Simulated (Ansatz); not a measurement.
Wanted: the native input for an Ansatz 0.2.0 run.

```
Task                : band structure
Functional          : PBEsol
Potentials or basis : all-electron PAW datasets made for the crystal
Cutoff              : 320 eV (chosen from the basis error)
k mesh              : 9 × 6 × 6
Occupations         : fermi-dirac, width 0.05 eV
Spin                : no spin polarisation
```

W:

```
W
1.0
     2.80966    0.00000    0.00000
     0.00000    4.86387    0.00000
     0.00000    0.00000    4.92370
W
4
Direct
  0.79317 0.93684 0.75000
  0.20683 0.43684 0.75000
  0.20683 0.06316 0.25000
  0.79317 0.56316 0.25000
```

This isn't the form of W at room conditions, which is bcc.

One way to write it, as run:

input.yaml

```yaml
crystal:
  lattice:
    - [2.809662, 0.0, 0.0]
    - [0.0, 4.86387, 0.0]
    - [0.0, 0.0, 4.923695]
  atoms:
    - { symbol: W, position: [0.793172, 0.936843, 0.75] }
    - { symbol: W, position: [0.206828, 0.436843, 0.75] }
    - { symbol: W, position: [0.206828, 0.063157, 0.25] }
    - { symbol: W, position: [0.793172, 0.563157, 0.25] }
kpoints:
  mp_grid: { grid: [9, 6, 6] }
  band_path:
    path:
      - [0.0, 0.0, 0.0]
      - [0.5, 0.0, 0.0]
      - [0.5, 0.5, 0.0]
      - [0.0, 0.5, 0.0]
      - [0.0, 0.0, 0.0]
      - [0.0, 0.0, 0.5]
      - [0.5, 0.0, 0.5]
      - [0.5, 0.5, 0.5]
    npoints: 8
scf:
  occupations: { method: fermi_dirac, width: 0.05 }
hamiltonian:
  xc: pbesol
  pseudopotentials: { kind: all_electron, datasets: crystal }
output:
  forces: true
  stress: true
  eigenvalues: true
```

Potentials or basis: all-electron PAW datasets made for the crystal.

Launch:

```console
$ ansatz run input.yaml --threads 2 --pin off --max-ram 8192MiB --backend cpu --events-out ev --progress --plain --runs-dir out
```

Results of the run:

```json
{
  "Pressure": "-10.6 GPa",
  "Largest force": "0.070 eV/Å",
  "Band gap along the path": "none (metal or under the smearing width)"
}
```

Caveat: spin-orbit coupling is left out, which moves the levels of the heavy elements.

It took 40 s on 2 threads of Arm Neoverse V1, on a shared host, peak memory 0.88 GiB.
